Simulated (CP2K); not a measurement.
Crystal: Ga.

```xyz
2
Lattice="4.2574 0.0000 0.0000 -3.3589 2.6160 0.0000 -0.0382 -0.1111 3.3299" Properties=species:S:1:pos:R:3 pbc="T T T"
Ga   -2.3898    2.1900    2.4974
Ga    3.2501    0.3149    0.8325
```

This isn't the form of Ga at room conditions, which is orthorhombic.

Base run:

| Property | Result |
| --- | --- |
| Program | CP2K 2026.2 |
| Functional | PBE |
| Dispersion | D3(BJ)+ATM |
| Potentials or basis | POTENTIAL_UZH Ga GTH-PBE-q13; TZVP-MOLOPT-PBE-GTH basis |
| Density cutoff | 6123 eV |
| k mesh | 10 × 10 × 8 |
| Occupations | fermi-dirac, width 0.05 eV |
| Spin | no spin polarisation |

Its results: band gap on the k mesh none (metal or under the smearing width); pressure 0.0 GPa; largest force 0.057 eV/Å.

Problem. After a change of settings the same cell gave: band gap on the k mesh none (metal or under the smearing width); pressure -1.4 GPa; largest force 0.056 eV/Å. Which change was it?
A. dispersion from D3(BJ)+ATM to D4
B. dispersion from D3(BJ)+ATM to D3
C. dispersion from D3(BJ)+ATM to D2
D. dispersion from D3(BJ)+ATM to rVV10

Solution. A.

Caveats: the basis of atomic orbitals isn't converged, which shifts pressures, moduli and gaps; pairwise dispersion overbinds metals, which lowers pressure and volume.
